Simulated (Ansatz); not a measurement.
TiO2:

```
Ti O
1.0
     4.54535    0.00000    0.00000
     0.00000    5.51962    0.00000
     0.00000    0.00000    4.90920
Ti O
4 8
Cartesian
  0.0000 0.9548 3.6819
  2.2727 1.8050 1.2273
  0.0000 4.5648 1.2273
  2.2727 3.7147 3.6819
  1.2338 2.1070 4.5098
  3.5065 0.6528 0.3994
  1.0388 0.6528 2.0552
  3.3115 2.1070 2.8540
  1.2338 3.4126 2.0552
  3.5065 4.8668 2.8540
  1.0388 4.8668 4.5098
  3.3115 3.4126 0.3994
```

Measurements of this composition are mostly on another form, of space group No. 141.

Base run:

```yaml
Program: Ansatz 0.2.0
Functional: PBE
Potentials_or_basis: Ansatz PAW
Cutoff: "420 eV (not typed: the program's choice for these potentials)"
k_mesh: 6 × 5 × 6
Occupations: fermi-dirac, width 0.05 eV
Spin: no spin polarisation
```

Its results: band gap on the k mesh 2.62 eV, indirect (least direct gap 2.67 eV); pressure 4.1 GPa; largest force 0.116 eV/Å.

Problem. The run is repeated on the same cell with these changes: functional from PBE to PBEsol. What comes out?

Solution. Band gap on the k mesh 2.59 eV, indirect (least direct gap 2.65 eV); pressure -3.1 GPa; largest force 0.080 eV/Å.

PBEsol binds more tightly than PBE, so the same cell stands under less pressure.

Caveats: odd divisions of the mesh miss points on the zone boundary, where band edges often lie, so the gap on the mesh can be too wide (some runs); the PAW data sets come from PBE, with cores solved anew for the run's functional, which leaves a small shift of forces and pressure (some runs).
